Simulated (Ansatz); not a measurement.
# Al (Im-3m) in Ansatz: notebook

Aim: see how the results for Al move with the level of theory and the settings. Levels: BLYP+D3(BJ)+ATM, PBEsol+D3(BJ). Tasks: single point, relaxation of cell and atoms.

Program: Ansatz 0.2.0. These are calculated values, not measurements. Logs are shortened: lines on timing, memory, paths and dates and some standing lists are left out, and cuts for length are marked.

## 1. The crystal as given

Symmetry: Im-3m, No. 229, cubic system. Conventional cell: a = 3.182 Å, b = 3.182 Å, c = 3.182 Å, α = 90.00°, β = 90.00°, γ = 90.00°. Around Al (site symmetry m-3m) lie 8 Al at 2.76 Å.

This isn't the form of Al at room conditions, which is fcc.

## 2. Single point, BLYP+D3(BJ)+ATM, collinear spin, ferromagnetic start

input.yaml

```yaml
crystal:
  lattice: { a: 2.756071617, b: 2.756071617, c: 2.756071617, alpha: 109.4712206345, beta: 109.4712206345, gamma: 109.4712206345 }
  atoms:
    - { symbol: Al, position: [0.0, 0.0, 0.0], spin: 1.0 }
kpoints:
  mp_grid: { grid: [12, 12, 12] }
scf:
  occupations: { method: fermi_dirac, width: 0.1 }
hamiltonian:
  xc: blyp
  dispersion: d3bjatm
  pseudopotentials: { kind: all_electron, lapw: { basis_error: 0.002 } }
magnetization:
  spin_polarized: true
  initial_magnetization: 1.0
  spin_locking: { lock_magnetization: hard }
output:
  forces: true
  stress: true
  eigenvalues: true
```

Potentials or basis: all-electron LAPW, scalar-relativistic.

The run is started by

```bash
$ ansatz run input.yaml --threads 1 --pin off --max-ram 2560MiB --backend cpu --events-out ev --progress --plain --runs-dir out
```

The program printed:

```text
Warning: RAYON_NUM_THREADS=1 ignored (pool sized by the plan → 1); use --threads N
LAPW: plane waves up to 5.878 Å⁻¹, error target 2.0e-3 eV per atom; small_component_spin mean_spin; Al in spheres of 1.378 Å, 11 of its electrons in bands, Dirac shells [] (how accurate: hamiltonian.pseudopotentials.lapw.basis_error, Limitations)
Engine: ansatz 0.2.0, x86_64-unknown-linux-gnu
Pseudopotentials: kind: all_electron
Pseudopotential: Al, LAPW, valence charge 11, lapw/all_electron/scalar/gaussian/Al, Koelling and Harmon's equation, gaussian nucleus
Functional definition: BLYP
  parameter beta = 0.0042
  parameter a = 0.04918
  parameter b = 0.132
  parameter c = 0.2533
  parameter d = 0.349
  exchange = b88_x(beta = beta)
  correlation = lyp_c(a = a, b = b, c = c, d = d)
Crystal: 1 atoms, lattice volume = 16.116 Å³
Basis set: ecut = 131.61618289910092 eV, 55 PW (Γ), exchange–correlation at level 2
Bands: 10, of which v1, the nominal top of the filled ones, is band 6 counted from 1 (5 counted from 0)
Symmetry: 48 space group operations
Space group: Im-3m (ITA 229), of the structure as read, at distance tolerance 2.5e-5 Å
Magnetic group: BNS 229.140 (UNI 1642), of the structure as read, at distance tolerance 2.5e-5 Å
k-points: 72 of 1728
Non-local potential: Al, projectors of the file, none
Initial density: superposition of atomic densities (chi_scale 0.1, normalization cell)
Starting moments: Σ|m| = 1 μB on 1 of 1 site
Initial wavefunctions: plane waves of lowest kinetic energy (no species holds an atomic orbital)
Functional: x = b88, c = lyp
iter 1 solved again at ethr=6.69e-5 eV; its pass at ethr=1.00e-1 eV (dr2=7.36e-3 eV) is discarded
SCF iter   1: F=—  HF=-6610.230941 eV  |F-HF|=—  |Δ(HF+E_count)|=         —  Δρ=6.13e-3 (↑3.95e-3 ↓6.13e-3)  dr2=7.40e-3  dr2_m=9.76e-4  M=1.000 μB ∫|m|=1.000 μB  β_m=0.30  ethr=6.69e-5  ⟨swp⟩=3.5  Hψ=11185  notcnv=0
preconditioner: auto → none  [metal: Δε(μ)=0.177 eV  Ē_g=13.003 eV  σ=0.100 eV  W_gap=0.36  n_scr=0 (ndim 8)  ℏωp=16.0 eV  f_vac=0.000  D(μ)=0.35/eV (n_scr^D=0)]
SCF iter   2: F=—  HF=-6610.229817 eV  |F-HF|=—  |Δ(HF+E_count)|=   1.12e-3  Δρ=4.39e-3 (↑2.87e-3 ↓4.39e-3)  dr2=3.36e-3  dr2_m=6.35e-4  M=1.000 μB ∫|m|=1.000 μB  β_m=0.61  ethr=6.69e-5  ⟨swp⟩=2.0  Hψ=3949  notcnv=0
iter 3 solved again at ethr=2.53e-7 eV; its pass at ethr=3.06e-5 eV (dr2=2.78e-5 eV) is discarded
SCF iter   3: F=—  HF=-6610.234872 eV  |F-HF|=—  |Δ(HF+E_count)|=   5.05e-3  Δρ=7.57e-4 (↑7.57e-4 ↓4.62e-4)  dr2=2.78e-5  dr2_m=4.45e-5  M=1.000 μB ∫|m|=1.000 μB  β_m=0.68  ethr=2.53e-7  ⟨swp⟩=2.0  Hψ=7613  notcnv=0
SCF iter   4: F=—  HF=-6610.235287 eV  |F-HF|=—  |Δ(HF+E_count)|=   4.15e-4  Δρ=2.91e-4 (↑2.91e-4 ↓1.16e-4)  dr2=4.37e-6  dr2_m=5.64e-6  M=1.000 μB ∫|m|=1.000 μB  β_m=0.84  ethr=2.53e-7  ⟨swp⟩=3.0  Hψ=4185  notcnv=0
SCF iter   5: F=—  HF=-6610.235334 eV  |F-HF|=—  |Δ(HF+E_count)|=   4.70e-5  Δρ=9.77e-6 (↑9.77e-6 ↓7.48e-6)  dr2=4.22e-9  dr2_m=9.58e-9  M=1.000 μB ∫|m|=1.000 μB  β_m=0.92  ethr=3.97e-8  ⟨swp⟩=3.0  Hψ=4195  notcnv=0
SCF iter   6: F=-6610.235334 eV  HF=-6610.235334 eV  |F-HF|=1.03e-9  |Δ(HF+E_count)|=   1.09e-7  Δρ=1.05e-6 (↑7.06e-7 ↓1.05e-6)  dr2=1.37e-11  dr2_m=1.12e-10  M=1.000 μB ∫|m|=1.000 μB  ethr=3.84e-11  ⟨swp⟩=3.6  Hψ=4356  notcnv=0
SCF 1 converged in 6 iterations: F = -6610.235334 eV  dr2 = 1.37e-11
SCF converged after 6 iterations
Stability checked in part: among states of this total moment the steps that led to this state did not find it unstable. No probe was made; neither looks for a lower state of another moment (fixed_total_moment; see scf.lower_state_search)
Magnetization: 1.0000 μB (6.0000 up, 5.0000 down)
Absolute magnetization: 1.0000 μB (∫|ρ↑−ρ↓|)
Spin contamination: 0.0000 ħ² per cell (⟨S²⟩ above its minimum at these occupations)
Per-site moments (μB) at R_I (Å): [(0.7229654777563068, 1.3780357879655047)]
Free energy (F): -6610.235334 eV
Harris-Foulkes:  -6610.235334 eV  (|F-HF|=1.03e-9)
Internal energy: -6610.223042 eV  (E = F + TS)
E sigma→0 (E₀):  -6610.229188 eV
Entropy (-TS):   -0.012292 eV (-12.292 meV/atom)
Fermi energy:    10.394486 (↑ 12.300696, ↓ 8.488277) eV
--- Per-component energies (eV) ---
  E_band       = -494.006040
  E_kinetic    = 6628.840415
  E_xc         = -510.825560
  E_electrostatic = -12727.462574  (all electrons and nuclei)
  E_disp       = -0.775323  (pairwise vdW)
  E_smearing   = -0.012292  (= −TS)
  E_closure    = 0.000000  (closes the sum)
  E_atoms      = -6607.887694  (free atoms, spherical and without spin; not in F)
  Σ components = -6610.235334   (vs F -6610.235334, Δ=0.00e0)
  Basis errors (estimates in eV, not in F): energy 6.8e-4 per atom: plane waves 6.3e-4 (3.2e-4 summed), levels above the bands 7.1e-53, relativity 1.8e-7, radial functions 4.3e-5, core shells 3.1e-16; eigenvalues (radial functions only) 1.4e-4; not estimated: angular momenta, meshes, grids; target (lapw.basis_error) 2.0e-3; muffin-tin radii Al 1.378 Å
--- Forces (eV/Å), atoms counted from 1 ---
  atom   1  Al     0.00000000    -0.00000000    -0.00000000
  max |Σ_I F_I| component: 4.11e-33 eV/Å
--- Stress (GPa, compression-positive) ---
        6.794615       0.000000      -0.000000
        0.000000       6.794615      -0.000000
       -0.000000      -0.000000       6.794615
  P = ⅓ Tr σ = 6.7946 GPa (67.946 kbar)
--- Band table (eV; the first three rows and the last of 144) ---
  k-point 0 ↑: bands = ["-92.9638", "-54.6151", "-54.6151", "-54.6151", "-1.1723", "23.3088", "23.3088", "23.3088", "24.9189", "24.9189"]
  k-point 1 ↑: bands = ["-92.9636", "-54.6169", "-54.6158", "-54.6151", "-0.9693", "21.2118", "22.1594", "22.5934", "24.2294", "25.3781"]
  k-point 2 ↑: bands = ["-92.9629", "-54.6217", "-54.6176", "-54.6150", "-0.3622", "17.8198", "20.7752", "21.2750", "22.9737", "24.1813"]
  k-point 71 ↓: bands = ["-92.8519", "-54.5121", "-54.5121", "-54.5121", "13.0070", "13.0070", "13.0070", "14.2487", "14.2487", "16.5269"]
```

Run time: 3.2 s. Hardware: 1 thread of Intel Xeon Platinum 8488C (Sapphire Rapids), shared host; peak memory 0.28 GiB.

Results:

```yaml
Free_energy: -6610.2353 eV
Pressure: 6.8 GPa
Absolute_moment: 1.00 μB per cell
Site_moments: Al +0.72 μB
```

Caveat: the total moment is fixed, so each spin has its own Fermi level.

## 3. Relaxation of cell and atoms, PBEsol+D3(BJ)

input.yaml

```yaml
crystal:
  lattice:
    - [-1.59121869, 1.59121869, 1.59121869]
    - [1.59121869, -1.59121869, 1.59121869]
    - [1.59121869, 1.59121869, -1.59121869]
  atoms:
    - { symbol: Al, position: [0.0, 0.0, 0.0] }
kpoints:
  mp_grid: { grid: [12, 12, 12] }
scf:
  occupations: { method: cold, width: 0.2 }
  mixing: { algorithm: msr1, beta: 0.7, ndim: 2 }
hamiltonian:
  xc: pbesol
  dispersion: d3bj
  pseudopotentials: { kind: all_electron, datasets: crystal }
output:
  forces: true
  stress: true
relax:
  f_tol: 0.001
  max_steps: 60
  cell: {}
  max_displacement: 0.1
```

Potentials or basis: all-electron PAW datasets made for the crystal.

The run is started by

```bash
$ ansatz run input.yaml --threads 1 --pin off --max-ram 2560MiB --backend cpu --events-out ev --progress --plain --runs-dir out
```

It took 3.3 s on 1 thread of Intel Xeon Platinum 8488C (Sapphire Rapids), shared host; peak memory 0.33 GiB.

These settings aren't checked as converged (typed here: relax.f_tol = 0.001; relax.max_displacement = 0.1; scf.occupations.method = cold; scf.occupations.width = 0.2; scf.mixing.algorithm = msr1; scf.mixing.beta = 0.7; scf.mixing.ndim = 2): the numbers below hold their error.

What came out:

```
Free energy                            : -6594.7980 eV
Relaxed volume                         : 15.89 Å³/atom
Relaxed cell                           : a = 2.743 Å, b = 2.743 Å, c = 2.743 Å, α = 109.47°, β = 109.47°, γ = 109.47°
Space group after relaxing (to 0.05 Å) : Im-3m (No. 229)
Energy gained by relaxing              : 0.8 meV/atom
Ionic steps                            : 3
Pressure after relaxing                : 0.0 GPa
```
